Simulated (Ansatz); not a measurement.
## Ge (diamond): gap against strain (xy shear, engineering strain (angle))

Ge (diamond), relaxed with r2SCAN in the PAW code Ansatz, then strained (xy shear, engineering strain (angle); angles, axes as in the cell below) with the atoms relaxed again within the symmetry that is left. Space group Fd-3m (No. 227), cubic; a = 5.674 Å in the conventional setting, 22.83 Å³ an atom. Around Ge lie 4 Ge at 2.46 Å. The values are computed, spin-unpolarised, and not measurements.

```
CELL_PARAMETERS angstrom
0.00000 2.83687 2.83687
2.83687 0.00000 2.83687
2.83687 2.83687 0.00000
ATOMIC_POSITIONS crystal
Ge 0.00000 0.00000 0.00000
Ge 0.25000 0.25000 0.25000
```

Gaps are the least over each mesh (r2SCAN 8×8×8, HSE06 6×6×6 when unstrained) and the special points, which keep their unstrained names; stress is the change from the unstrained cell, compression positive.

```csv
strain (%),"gap, r2SCAN (eV)","gap, HSE06 (eV)","edges, HSE06","xy stress, r2SCAN (GPa)","energy rise, r2SCAN (meV/atom)"
0.0,0.362,0.776,Γ → L,0.00,0.0
+0.3,0.349,0.747,Γ → L,-0.20,0.0
+0.36,0.346,0.741,Γ → L,-0.24,0.1
+1.47,0.289,0.632,Γ → L,-0.98,1.0
+1.5,0.287,0.629,Γ → L,-1.00,1.1
+2.12,0.230,0.570,Γ → L,-1.43,2.2
+4.0,0.039,0.377,Γ → L,-2.65,7.7
```

With r2SCAN the edges change from Γ (direct) to Γ → L (indirect) between +1.5 and +2.12 %.

Spin-orbit coupling is left out.

The meshes of the hybrids are coarse, so their gaps aren't converged to the digits shown.
